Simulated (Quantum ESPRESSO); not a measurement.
The system is Sb.

```
Sb
1.0
     3.35453    0.00000    0.00000
    -1.67727    2.90511    0.00000
     0.00000    0.00000    5.47016
Sb
2
Cartesian
  1.6773 0.9684 4.1026
  0.0000 1.9367 1.3675
```

This isn't the form of Sb at room conditions, which is rhombohedral.

- Program: Quantum ESPRESSO 7.5
- Task: single point
- Functional: PBEsol
- Potentials or basis: GBRV 1.5 PBEsol
- Cutoff: 612 eV
- Density cutoff: 4898 eV
- k mesh: 9 × 9 × 5
- Occupations: fermi-dirac, width 0.05 eV
- Spin: no spin polarisation

On this cell: pressure -1.7 GPa; largest force under 0.003 eV/Å; band gap on the k mesh none (metal or under the smearing width).

The same run follows on a disturbed copy (atoms moved at random, drawn with an rms of 0.05 Å):

```
Sb
1.0
     3.35453    0.00000    0.00000
    -1.67727    2.90511    0.00000
     0.00000    0.00000    5.47016
Sb
2
Direct
  0.67819 0.33447 0.75155
  0.32096 0.66257 0.25561
```

Q: What does the disturbed cell give?

A: The energy (extrapolated to zero smearing) moves by -1.2 meV/atom; pressure -1.7 GPa; largest force 0.041 eV/Å; band gap on the k mesh none (metal or under the smearing width).

Forces in eV/Å, atoms in the order of the input:
```
Sb   0.027  0.007 -0.031
Sb  -0.027 -0.007  0.031
```

Stress tensor (GPa, compression positive):
```
-1.56  0.17  0.02
 0.17 -1.60  0.01
 0.02  0.01 -1.94
```

The energy falls, though the first cell shows no forces: that form is unstable against this distortion, unless noise or another electronic state is at work.
